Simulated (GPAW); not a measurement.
# PbSe (Clausthalite) (Fm-3m) in GPAW: further runs

One crystal, PbSe (Clausthalite), is run at these levels: LDA; tasks: G0W0 quasiparticle levels, optical spectrum by the Bethe-Salpeter equation, Born charges.

Program: GPAW 26.7.0. These are calculated values, not measurements. Logs are shortened: lines on timing, memory, paths and dates and some standing lists are left out, and cuts for length are marked. The log counts tension as positive stress, the text compression.

**Measured values to compare with.**

A printed reference work, monograph reports, for a bulk crystal of PbSe at 300 K: band gap 0.28 eV (direct).

The results are compared with them further down.

### Step 1. Starting point

It takes space group Fm-3m (No. 225, cubic). The conventional cell has a = 6.121 Å, b = 6.121 Å, c = 6.121 Å, α = 90.00°, β = 90.00°, γ = 90.00°. Pb (site symmetry m-3m) is surrounded by 6 Se at 3.06 Å. Around Se (site symmetry m-3m) lie 6 Pb at 3.06 Å.

### Step 2. G0W0 quasiparticle levels, LDA

Contents of run.py:

```python
import json
import numpy as np
from ase.dft.bandgap import bandgap
from ase.io import read, write
from gpaw import GPAW, PW
from gpaw.response.g0w0 import G0W0

atoms = read('POSCAR')

calc = GPAW(mode=PW(450),
            xc='LDA',
            kpts={'size': (4, 4, 4), 'gamma': True},
            occupations={'name': 'fermi-dirac', 'width': 0.001},
            nbands=19,
            convergence={'density': 1e-06},
            maxiter=150,
            txt='gpaw.txt')
atoms.calc = calc
energy = atoms.get_potential_energy()
calc.write('gs.gpw')
write('result.traj', atoms)
print(f'Energy: {energy:.6f} eV')
print('Fermi level:', round(calc.get_fermi_level(), 4), 'eV')
print(f'Gap: {bandgap(calc)[0]:.4f} eV, direct: {bandgap(calc, direct=True)[0]:.4f} eV')

calc.diagonalize_full_hamiltonian(nbands=372)
calc.write('full.gpw', mode='all')

ibz = calc.get_ibz_k_points()
gap, vbm, cbm = bandgap(calc, output=None)
gap, direct, _ = bandgap(calc, direct=True, output=None)
gamma = int(np.abs(ibz).sum(1).argmin())
kpts = sorted({gamma, vbm[1], cbm[1], direct[1]})
gw = G0W0(calc='full.gpw',
          filename='gw',
          ecut=200,
          ecut_extrapolation=True,
          relbands=(-3, 3),
          kpts=kpts,
          integrate_gamma='WS',
          ppa=True)
gw.calculate()
results = {mode: {key: np.asarray(r[key]).tolist() for key in ['f', 'eps', 'vxc', 'exx', 'sigma', 'Z', 'qp', 'sigma_eskn']}
           for mode, r in gw.all_results.items()}
json.dump({'kpts': ibz[kpts].tolist(), 'results': results}, open('gw.json', 'w'))
for mode, r in results.items():
    f, qp = np.array(r['f']), np.array(r['qp'])
    print(mode, 'quasiparticle energies (eV):')
    print(qp.round(3))
    print(mode, 'gap:', round(qp[f < 0.5].min() - qp[f > 0.5].max(), 4), 'eV')
```

Contents of POSCAR:

```
PbSe
1.0
    0.0000000000      3.0606500000      3.0606500000
    3.0606500000      0.0000000000      3.0606500000
    3.0606500000      3.0606500000      0.0000000000
Pb Se
1 1
Direct
    0.0000000000      0.0000000000      0.0000000000
    0.5000000000      0.5000000000      0.5000000000
```

Potentials or basis: the program's PAW data sets (release 1.2.1) made for this functional, pw.

The run is started by

```bash
$ OMP_NUM_THREADS=1 python run.py
```

gpaw.txt:

```text
__  _  _
 | _ |_)|_||  |
 |__||  | ||/\| - 26.7.0

Input parameters:
  mode=PW(ecut=450.00000000000006),
  convergence={'density': 1e-06},
  kpts=MonkhorstPack(size=(4, 4, 4), gamma=True),
  maxiter=150,
  nbands=19,
  occupations=Occupations(name='fermi-dirac', width=0.001),
  xc=XC(name='LDA')

Diagonalizing LCAO Hamiltonian
Converting LCAO to pw mode

                Se

       Pb

Atoms  # Å, Bohr magnetons
|   | symbol |        x |        y |        z |    initial magnetic moments |
|---|--------|----------|----------|----------|-----------------------------|
| 0 |     Pb | 0.000000 | 0.000000 | 0.000000 | ( 0.0000,  0.0000,  0.0000) |
| 1 |     Se | 3.060650 | 3.060650 | 3.060650 | ( 0.0000,  0.0000,  0.0000) |

Unit cell  # Å
| periodic |        x |        y |        z |  lengths |    angles |
|----------|----------|----------|----------|----------|-----------|
|      yes | 0.000000 | 3.060650 | 3.060650 | 4.328413 | 60.000000 |
|      yes | 3.060650 | 0.000000 | 3.060650 | 4.328413 | 60.000000 |
|      yes | 3.060650 | 3.060650 | 0.000000 | 4.328413 | 60.000000 |

Number of symmetries: 48
Symmetry operations  # r_c * U_cc + t_c -> r_c
|    | kind |            matrix            |
|----|------|------------------------------|
|  0 |  σ   |  1, 0, 0,  1, 0,-1,  1,-1, 0 |
|  1 |  C2  |  1, 0, 0,  1,-1, 0,  1, 0,-1 |
|  2 |  E   |  1, 0, 0,  0, 1, 0,  0, 0, 1 |
|  3 |  σ   |  1, 0, 0,  0, 0, 1,  0, 1, 0 |
|  4 |  C4  |  1, 0,-1,  1, 0, 0,  1,-1, 0 |
|  5 |  S6  |  1, 0,-1,  1,-1, 0,  1, 0, 0 |
|  6 |  σ   |  1, 0,-1,  0, 1,-1,  0, 0,-1 |
|  7 |  C3  |  1, 0,-1,  0, 0,-1,  0, 1,-1 |
|  8 |  S6  |  1,-1, 0,  1, 0, 0,  1, 0,-1 |
|  9 |  C4  |  1,-1, 0,  1, 0,-1,  1, 0, 0 |
| 10 |  C3  |  1,-1, 0,  0,-1, 1,  0,-1, 0 |
| 11 |  σ   |  1,-1, 0,  0,-1, 0,  0,-1, 1 |
| 12 |  σ   |  0, 1, 0,  1, 0, 0,  0, 0, 1 |
| 13 |  C4  |  0, 1, 0,  0, 1,-1, -1, 1, 0 |
| 14 |  C3  |  0, 1, 0,  0, 0, 1,  1, 0, 0 |
| 15 |  S6  |  0, 1, 0, -1, 1, 0,  0, 1,-1 |
| 16 |  C2  |  0, 1,-1,  1, 0,-1,  0, 0,-1 |
| 17 |  σ   |  0, 1,-1,  0, 1, 0, -1, 1, 0 |
| 18 |  S4  |  0, 1,-1,  0, 0,-1,  1, 0,-1 |
| 19 |  C4  |  0, 1,-1, -1, 1, 0,  0, 1, 0 |
| 20 |  C3  |  0, 0, 1,  1, 0, 0,  0, 1, 0 |
| 21 |  σ   |  0, 0, 1,  0, 1, 0,  1, 0, 0 |
| 22 |  S6  |  0, 0, 1,  0,-1, 1, -1, 0, 1 |
| 23 |  C4  |  0, 0, 1, -1, 0, 1,  0,-1, 1 |
| 24 |  S4  |  0, 0,-1,  1, 0,-1,  0, 1,-1 |
| 25 |  C3  |  0, 0,-1,  0, 1,-1,  1, 0,-1 |
| 26 |  C2  |  0, 0,-1,  0,-1, 0, -1, 0, 0 |
| 27 |  S6  |  0, 0,-1, -1, 0, 0,  0,-1, 0 |
| 28 |  S4  |  0,-1, 1,  1,-1, 0,  0,-1, 0 |
| 29 |  C4  |  0,-1, 1,  0, 0, 1, -1, 0, 1 |
| 30 |  C2  |  0,-1, 1,  0,-1, 0,  1,-1, 0 |
| 31 |  σ   |  0,-1, 1, -1, 0, 1,  0, 0, 1 |
| 32 |  C3  |  0,-1, 0,  1,-1, 0,  0,-1, 1 |
| 33 |  S6  |  0,-1, 0,  0, 0,-1, -1, 0, 0 |
| 34 |  S4  |  0,-1, 0,  0,-1, 1,  1,-1, 0 |
| 35 |  C2  |  0,-1, 0, -1, 0, 0,  0, 0,-1 |
| 36 |  C2  | -1, 1, 0,  0, 1, 0,  0, 1,-1 |
| 37 |  S6  | -1, 1, 0,  0, 1,-1,  0, 1, 0 |
| 38 |  S4  | -1, 1, 0, -1, 0, 1, -1, 0, 0 |
| 39 |  C3  | -1, 1, 0, -1, 0, 0, -1, 0, 1 |
| 40 |  S6  | -1, 0, 1,  0, 0, 1,  0,-1, 1 |
| 41 |  C2  | -1, 0, 1,  0,-1, 1,  0, 0, 1 |
| 42 |  C3  | -1, 0, 1, -1, 1, 0, -1, 0, 0 |
| 43 |  S4  | -1, 0, 1, -1, 0, 0, -1, 1, 0 |
| 44 |  C2  | -1, 0, 0,  0, 0,-1,  0,-1, 0 |
| 45 |  i   | -1, 0, 0,  0,-1, 0,  0, 0,-1 |
| 46 |  σ   | -1, 0, 0, -1, 1, 0, -1, 0, 1 |
| 47 |  C2  | -1, 0, 0, -1, 0, 1, -1, 1, 0 |

BZ-sampling:
  Number of BZ points: 64
  Number of IBZ points: 8

  Monkhorst-Pack size: [4, 4, 4]
  Monkhorst-Pack shift: [0.125, 0.125, 0.125]

K-points  # in reciprocal-cell coordinates
|   |                                coordinates |     weight |
|---|--------------------------------------------|------------|
| 0 | (  0.00000000,   0.00000000,   0.00000000) | 0.01562500 |
| 1 | (  0.25000000,   0.25000000,   0.00000000) | 0.09375000 |
| 2 | (  0.25000000,   0.25000000,   0.25000000) | 0.12500000 |
| 3 | (  0.50000000,   0.25000000,  -0.25000000) | 0.09375000 |
| 4 | (  0.50000000,   0.25000000,   0.25000000) | 0.18750000 |
| 5 | (  0.50000000,   0.50000000,   0.00000000) | 0.04687500 |
| 6 | (  0.50000000,   0.50000000,   0.25000000) | 0.37500000 |
| 7 | (  0.50000000,   0.50000000,   0.50000000) | 0.06250000 |

Plane wave coefficients: 1245
Cutoff: 450.00000000000006 eV

Spin-components: 1 (collinear spins)
Bands:           19
Projectors:      11
Spin-degeneracy: 2
Datatype:        complex128

Density:
  Valence electrons: 20.0
  Components: 1
  Grid points: [24 24 24]
  Charge: 0.0  # |e|

Potential:
  Grid points: [24 24 24]

species:
  Pb:
    name:    Lead
    Z:       82.0
    valence: 14
    core:    68
    charge:  0.0  # [|e|]
    compensation charges:
      type: gauss
      rc: 0.38  # [Å]
      lmax: 2
    cutoffs:
      filter: 2.36  # [Å]
      core: 2.43  # [Å]
    projectors
    | kind |    occ | energy [eV] | rcut [Å] |
    |------|--------|-------------|----------|
    |   6s |  2.000 |     -12.249 |    1.259 |
    |   6p |  2.000 |      -3.713 |    1.275 |
    |   5d | 10.000 |     -21.326 |    1.217 |
    |    s |        |      14.962 |    1.259 |
    |    p |        |      23.498 |    1.275 |
    |    d |        |       5.885 |    1.217 |

    Using partial waves for Pb as LCAO basis

  Se:
    name:    Selenium
    Z:       34.0
    valence: 6
    core:    28
    charge:  0.0  # [|e|]
    compensation charges:
      type: gauss
      rc: 0.27  # [Å]
      lmax: 2
    cutoffs:
      filter: 1.77  # [Å]
      core: 2.67  # [Å]
    projectors
    | kind |    occ | energy [eV] | rcut [Å] |
    |------|--------|-------------|----------|
    |   4s |  2.000 |     -17.472 |    0.847 |
    |   4p |  4.000 |      -6.656 |    1.005 |
    |    s |        |       9.739 |    0.847 |
    |    p |        |      20.555 |    1.005 |
    |    d |        |       0.000 |    0.847 |

    Using partial waves for Se as LCAO basis

Reference energy: -632988.107271  # eV

eigensolver:
  PPCG
  Converge bands: occupied
  niter=2

density mixing:
  MSR1-Mixer
  Pratt-step length: 0.05
  Maximum mixing coefficient: 0.75
  Old densities: 10
  SVD Regularization: 0.005
  Good broyden scale: 1.0
  Trust region scale: 1.0
  Backstep threshold: 4.0
  History deletion threshold: 6.0
  Fourier metric: weight=20.0, sigma=0.015

occupation numbers:
  Fermi-Dirac:
    width: 0.0010  # eV

poisson solver:
  ecut: 3600.0000000000005  # eV

xc functional:
  name: None

convergence criteria:
- Maximum integral of absolute [dens]ity change: 1e-06 electrons / valence electron
- Maximum [total energy] change in last 3 cyles: 0.0005 eV / valence electron
- Maximum integral of absolute [eigenst]ate change: 4e-08 eV^2 / valence electron
maximum number of iterations: 150

SCF iterations
|iter     | |      energy | eigst |  dens |
|---------|-|-------------|-------|-------|
|iter:   1| |   -9.911238 | -0.26 |       |
|iter:   2| |   -9.853498 | -2.15 | -1.25 |
|iter:   3| |   -9.661080 | -2.03 | -1.30 |
|iter:   4| |   -9.658942 | -4.03 | -1.91 |
|iter:   5| |   -9.658624c| -4.77 | -2.33 |
|iter:   6| |   -9.658626c| -5.91 | -3.35 |
|iter:   7| |   -9.658626c| -6.93 | -3.91 |
|iter:   8| |   -9.658626c| -7.83c| -4.58 |
|iter:   9| |   -9.658626c| -8.06c| -5.29 |
|iter:  10| |   -9.658626c| -8.77c| -5.93 |
|iter:  11| |   -9.658626c| -9.06c| -6.78c|

Converged in 11 steps
Energy contributions relative to reference atoms: (reference = -632988.107271)

Energy contributions:
  Kinetic:          15.063906
  Coulomb:         -15.721734
  Zero:             -0.058739
  External:          0.000000
  Xc:               -8.942059
  Entropy:          -0.000000
  Spinorbit:         0.000000
  ----------------------------
  Free energy:      -9.658626
  Extrapolated:     -9.658626

dipole moment: (-25.976480, -25.976480, -25.976480)  # |e|*Ang

Fermi level: 5.890
Eigenvalues  # (at kpt = [0.000, 0.000, 0.000])
| band index |      eig [eV] | occ [0-2] |
|------------|---------------|-----------|
|          0 |       -10.968 |     2.000 |
|        ... |               |           |
|          2 |       -10.960 |     2.000 |
|          3 |       -10.960 |     2.000 |
|          4 |       -10.960 |     2.000 |
|          5 |        -7.860 |     2.000 |
|          6 |        -0.618 |     2.000 |
|          7 |         3.893 |     2.000 |
|          8 |         3.893 |     2.000 |
|          9 |         3.893 |     2.000 |
|         10 |        10.339 |     0.000 |
|         11 |        10.339 |     0.000 |
|         12 |        10.339 |     0.000 |
|         13 |        12.271 |     0.000 |
|         14 |        12.271 |     0.000 |
|         15 |        12.271 |     0.000 |
|         16 |        13.834 |     0.000 |
|         17 |        14.041 |     0.000 |
|         18 |        14.803 |     0.000 |

Gap: 0.144 eV
Transition (v -> c):
  (s=0, k=7, n=9, [0.50, 0.50, 0.50]) -> (s=0, k=7, n=10, [0.50, 0.50, 0.50])
No difference between direct/indirect transitions
# Writing to gs.gpw (mode='')

Matrix size: 1245x1245
# Writing to full.gpw (mode='all')
```

Run time: 38 min. Hardware: 1 thread of Arm Neoverse V2, shared host; peak memory 0.5 GiB.

What came out:

```yaml
Free_energy: -9.6586 eV
Band_gap_on_the_k_mesh_mean-field_level: 0.14 eV, direct
Quasiparticle_gap: 0.42 eV
Least_direct_quasiparticle_gap: 0.42 eV
```

Levels at points of the mesh, in eV from the valence-band top:
| k point | band 7 | band 8 | band 9 | band 10 | band 11 | band 12 | band 13 | band 14 |
| --- | --- | --- | --- | --- | --- | --- | --- | --- |
| (0.00, 0.00, 0.00) | -6.39 | -1.88 | -1.88 | -1.88 | 4.57 | 4.57 | 4.57 | 6.50 |
| (0.50, 0.50, 0.00) | -7.44 | -5.02 | -3.25 | -3.25 | 3.63 | 5.48 | 5.48 | 5.92 |
| (0.50, 0.50, 0.50) | -8.85 | -1.45 | -1.45 | 0.00 | 0.14 | 1.58 | 1.58 | 8.42 |

Caveat: the k mesh is coarse (spacing up to 0.44 Å⁻¹), so the values aren't converged; the quasiparticle gap is taken among the few k points that were corrected; the long-wavelength limit can be off by a per cent or two; spin-orbit coupling is left out, which as a rule narrows the gap of such compounds by several tenths of an eV. A k mesh can miss the band edges.

### Step 3. G0W0 quasiparticle levels, LDA

Changes to run.py since step 2:

```diff
@@ -25,3 +25,3 @@
 
-calc.diagonalize_full_hamiltonian(nbands=372)
+calc.diagonalize_full_hamiltonian(nbands=243)
 calc.write('full.gpw', mode='all')
@@ -29,11 +29,8 @@
 ibz = calc.get_ibz_k_points()
-gap, vbm, cbm = bandgap(calc, output=None)
-gap, direct, _ = bandgap(calc, direct=True, output=None)
-gamma = int(np.abs(ibz).sum(1).argmin())
-kpts = sorted({gamma, vbm[1], cbm[1], direct[1]})
+kpts = list(range(len(ibz)))
 gw = G0W0(calc='full.gpw',
           filename='gw',
-          ecut=200,
+          ecut=150,
           ecut_extrapolation=True,
-          relbands=(-3, 3),
+          relbands=(-1, 1),
           kpts=kpts,
```

POSCAR is that of step 2.

Potentials or basis: the program's PAW data sets (release 1.2.1) made for this functional, pw.

The run is started by

```bash
$ OMP_NUM_THREADS=1 python run.py
```

gpaw.txt:

```text
__  _  _
 | _ |_)|_||  |
 |__||  | ||/\| - 26.7.0

Input parameters:
  mode=PW(ecut=450.00000000000006),
  convergence={'density': 1e-06},
  kpts=MonkhorstPack(size=(4, 4, 4), gamma=True),
  maxiter=150,
  nbands=19,
  occupations=Occupations(name='fermi-dirac', width=0.001),
  xc=XC(name='LDA')

Diagonalizing LCAO Hamiltonian
Converting LCAO to pw mode

                Se

       Pb

Atoms  # Å, Bohr magnetons
|   | symbol |        x |        y |        z |    initial magnetic moments |
|---|--------|----------|----------|----------|-----------------------------|
| 0 |     Pb | 0.000000 | 0.000000 | 0.000000 | ( 0.0000,  0.0000,  0.0000) |
| 1 |     Se | 3.060650 | 3.060650 | 3.060650 | ( 0.0000,  0.0000,  0.0000) |

Unit cell  # Å
| periodic |        x |        y |        z |  lengths |    angles |
|----------|----------|----------|----------|----------|-----------|
|      yes | 0.000000 | 3.060650 | 3.060650 | 4.328413 | 60.000000 |
|      yes | 3.060650 | 0.000000 | 3.060650 | 4.328413 | 60.000000 |
|      yes | 3.060650 | 3.060650 | 0.000000 | 4.328413 | 60.000000 |

Number of symmetries: 48
Symmetry operations  # r_c * U_cc + t_c -> r_c
|    | kind |            matrix            |
|----|------|------------------------------|
|  0 |  σ   |  1, 0, 0,  1, 0,-1,  1,-1, 0 |
|  1 |  C2  |  1, 0, 0,  1,-1, 0,  1, 0,-1 |
|  2 |  E   |  1, 0, 0,  0, 1, 0,  0, 0, 1 |
|  3 |  σ   |  1, 0, 0,  0, 0, 1,  0, 1, 0 |
|  4 |  C4  |  1, 0,-1,  1, 0, 0,  1,-1, 0 |
|  5 |  S6  |  1, 0,-1,  1,-1, 0,  1, 0, 0 |
|  6 |  σ   |  1, 0,-1,  0, 1,-1,  0, 0,-1 |
|  7 |  C3  |  1, 0,-1,  0, 0,-1,  0, 1,-1 |
|  8 |  S6  |  1,-1, 0,  1, 0, 0,  1, 0,-1 |
|  9 |  C4  |  1,-1, 0,  1, 0,-1,  1, 0, 0 |
| 10 |  C3  |  1,-1, 0,  0,-1, 1,  0,-1, 0 |
| 11 |  σ   |  1,-1, 0,  0,-1, 0,  0,-1, 1 |
| 12 |  σ   |  0, 1, 0,  1, 0, 0,  0, 0, 1 |
| 13 |  C4  |  0, 1, 0,  0, 1,-1, -1, 1, 0 |
| 14 |  C3  |  0, 1, 0,  0, 0, 1,  1, 0, 0 |
| 15 |  S6  |  0, 1, 0, -1, 1, 0,  0, 1,-1 |
| 16 |  C2  |  0, 1,-1,  1, 0,-1,  0, 0,-1 |
| 17 |  σ   |  0, 1,-1,  0, 1, 0, -1, 1, 0 |
| 18 |  S4  |  0, 1,-1,  0, 0,-1,  1, 0,-1 |
| 19 |  C4  |  0, 1,-1, -1, 1, 0,  0, 1, 0 |
| 20 |  C3  |  0, 0, 1,  1, 0, 0,  0, 1, 0 |
| 21 |  σ   |  0, 0, 1,  0, 1, 0,  1, 0, 0 |
| 22 |  S6  |  0, 0, 1,  0,-1, 1, -1, 0, 1 |
| 23 |  C4  |  0, 0, 1, -1, 0, 1,  0,-1, 1 |
| 24 |  S4  |  0, 0,-1,  1, 0,-1,  0, 1,-1 |
| 25 |  C3  |  0, 0,-1,  0, 1,-1,  1, 0,-1 |
| 26 |  C2  |  0, 0,-1,  0,-1, 0, -1, 0, 0 |
| 27 |  S6  |  0, 0,-1, -1, 0, 0,  0,-1, 0 |
| 28 |  S4  |  0,-1, 1,  1,-1, 0,  0,-1, 0 |
| 29 |  C4  |  0,-1, 1,  0, 0, 1, -1, 0, 1 |
| 30 |  C2  |  0,-1, 1,  0,-1, 0,  1,-1, 0 |
[... 83 lines left out ...]
    Z:       34.0
    valence: 6
    core:    28
    charge:  0.0  # [|e|]
    compensation charges:
      type: gauss
      rc: 0.27  # [Å]
      lmax: 2
    cutoffs:
      filter: 1.77  # [Å]
      core: 2.67  # [Å]
    projectors
    | kind |    occ | energy [eV] | rcut [Å] |
    |------|--------|-------------|----------|
    |   4s |  2.000 |     -17.472 |    0.847 |
    |   4p |  4.000 |      -6.656 |    1.005 |
    |    s |        |       9.739 |    0.847 |
    |    p |        |      20.555 |    1.005 |
    |    d |        |       0.000 |    0.847 |

    Using partial waves for Se as LCAO basis

Reference energy: -632988.107271  # eV

eigensolver:
  PPCG
  Converge bands: occupied
  niter=2

density mixing:
  MSR1-Mixer
  Pratt-step length: 0.05
  Maximum mixing coefficient: 0.75
  Old densities: 10
  SVD Regularization: 0.005
  Good broyden scale: 1.0
  Trust region scale: 1.0
  Backstep threshold: 4.0
  History deletion threshold: 6.0
  Fourier metric: weight=20.0, sigma=0.015

occupation numbers:
  Fermi-Dirac:
    width: 0.0010  # eV

poisson solver:
  ecut: 3600.0000000000005  # eV

xc functional:
  name: None

convergence criteria:
- Maximum integral of absolute [dens]ity change: 1e-06 electrons / valence electron
- Maximum [total energy] change in last 3 cyles: 0.0005 eV / valence electron
- Maximum integral of absolute [eigenst]ate change: 4e-08 eV^2 / valence electron
maximum number of iterations: 150

SCF iterations
|iter     | |      energy | eigst |  dens |
|---------|-|-------------|-------|-------|
|iter:   1| |   -9.911238 | -0.26 |       |
|iter:   2| |   -9.853498 | -2.15 | -1.25 |
|iter:   3| |   -9.661080 | -2.03 | -1.30 |
|iter:   4| |   -9.658942 | -4.03 | -1.91 |
|iter:   5| |   -9.658624c| -4.77 | -2.33 |
|iter:   6| |   -9.658626c| -5.91 | -3.35 |
|iter:   7| |   -9.658626c| -6.93 | -3.91 |
|iter:   8| |   -9.658626c| -7.83c| -4.58 |
|iter:   9| |   -9.658626c| -8.06c| -5.29 |
|iter:  10| |   -9.658626c| -8.77c| -5.93 |
|iter:  11| |   -9.658626c| -9.06c| -6.78c|

Converged in 11 steps
Energy contributions relative to reference atoms: (reference = -632988.107271)

Energy contributions:
  Kinetic:          15.063906
  Coulomb:         -15.721734
  Zero:             -0.058739
  External:          0.000000
  Xc:               -8.942059
  Entropy:          -0.000000
  Spinorbit:         0.000000
  ----------------------------
  Free energy:      -9.658626
  Extrapolated:     -9.658626

dipole moment: (-25.976480, -25.976480, -25.976480)  # |e|*Ang

Fermi level: 5.890
Eigenvalues  # (at kpt = [0.000, 0.000, 0.000])
| band index |      eig [eV] | occ [0-2] |
|------------|---------------|-----------|
|          0 |       -10.968 |     2.000 |
|        ... |               |           |
|          2 |       -10.960 |     2.000 |
|          3 |       -10.960 |     2.000 |
|          4 |       -10.960 |     2.000 |
|          5 |        -7.860 |     2.000 |
|          6 |        -0.618 |     2.000 |
|          7 |         3.893 |     2.000 |
[... 9 lines left out ...]
|         17 |        14.041 |     0.000 |
|         18 |        14.803 |     0.000 |

Gap: 0.144 eV
Transition (v -> c):
  (s=0, k=7, n=9, [0.50, 0.50, 0.50]) -> (s=0, k=7, n=10, [0.50, 0.50, 0.50])
No difference between direct/indirect transitions
# Writing to gs.gpw (mode='')

Matrix size: 1245x1245
# Writing to full.gpw (mode='all')
```

Run time: 17 min. Hardware: 1 thread of Arm Neoverse V2, shared host; peak memory 0.47 GiB.

Results:

```
Free energy                              : -9.6586 eV
Band gap on the k mesh, mean-field level : 0.14 eV, direct
Quasiparticle gap                        : 0.43 eV
Least direct quasiparticle gap           : 0.43 eV
```

Levels at points of the mesh, in eV from the valence-band top:
```tsv
k point	band 6	band 7	band 8	band 9	band 10	band 11	band 12	band 13	band 14	band 15
(0.00, 0.00, 0.00)	-13.63	-6.39	-1.88	-1.88	-1.88	4.57	4.57	4.57	6.50	6.50
(0.50, 0.50, 0.00)	-12.19	-7.44	-5.02	-3.25	-3.25	3.63	5.48	5.48	5.92	11.38
(0.50, 0.50, 0.50)	-12.57	-8.85	-1.45	-1.45	0.00	0.14	1.58	1.58	8.42	10.11
```

Caveat: the k mesh is coarse (spacing up to 0.44 Å⁻¹), so the values aren't converged; the long-wavelength limit can be off by a per cent or two; spin-orbit coupling is left out, which as a rule narrows the gap of such compounds by several tenths of an eV.

[end of part 1 of 2]
